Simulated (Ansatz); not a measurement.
The calculation used DFT PBE, scalar-relativistic, plane waves, PAW (Ansatz). Settings: cutoff 420 eV, Γ-centred meshes spaced at most about 0.3 Å⁻¹, and about 0.25 Å⁻¹ or finer for metals (2π included), Gaussian smearing. No spin polarisation in the final relaxations.

These are static total energies at zero pressure. All come from trial cells, and lower structures may exist.

Problem. Order these relaxed structures of Be by energy, lowest first, with the energy over the lowest of them.
A.

```
Be
1.0
     0.00000    1.57842    1.57842
     1.57842    0.00000    1.57842
     1.57842    1.57842    0.00000
Be
1
Direct
  0.00000 0.00000 0.00000
```

B.

```
Be
1.0
     2.99952    1.73177    2.10317
    -2.99952    1.73177    2.10317
     0.00000   -3.46354    2.10317
Be
8
Direct
  0.80747 0.19253 0.50000
  0.69567 0.30433 0.00000
  0.25400 0.25400 0.25400
  0.19253 0.50000 0.80747
  0.50000 0.80747 0.19253
  0.74600 0.74600 0.74600
  0.00000 0.69567 0.30433
  0.30433 0.00000 0.69567
```

C.

```
Be
1.0
     2.02077    0.00000    0.00000
     0.00000    2.02077    0.00000
     0.00000    0.00000    2.66243
Be
1
Direct
  0.50000 0.50000 0.50000
```

D.

```
Be
1.0
     0.00000    2.45501    2.45501
     2.45501    0.00000    2.45501
     2.45501    2.45501    0.00000
Be
3
Direct
  0.25000 0.25000 0.25000
  0.75000 0.75000 0.75000
  0.50000 0.50000 0.50000
```

Solution. B (0 meV/atom), A (41 meV/atom), D (479 meV/atom), C (895 meV/atom). Forms: B R32; A fcc type, Fm-3m; D Fm-3m; C P4/mmm. Counting all near atoms (those within 1.25 times the shortest distance at each site; a plus sign parts nearer from farther groups; a slash parts the counts of unlike sites): B has Be 12/6+6; A has Be 12; D has Be 8/4+6; C has Be 4.

Cells relaxed within their symmetry can be saddle points. The part of the Crystallography Open Database at hand lists Be in space groups No. 18, 194; no cell shown has one of them. Some structure types and database cells were kept out of the candidates from the start, so a known form may be missing.
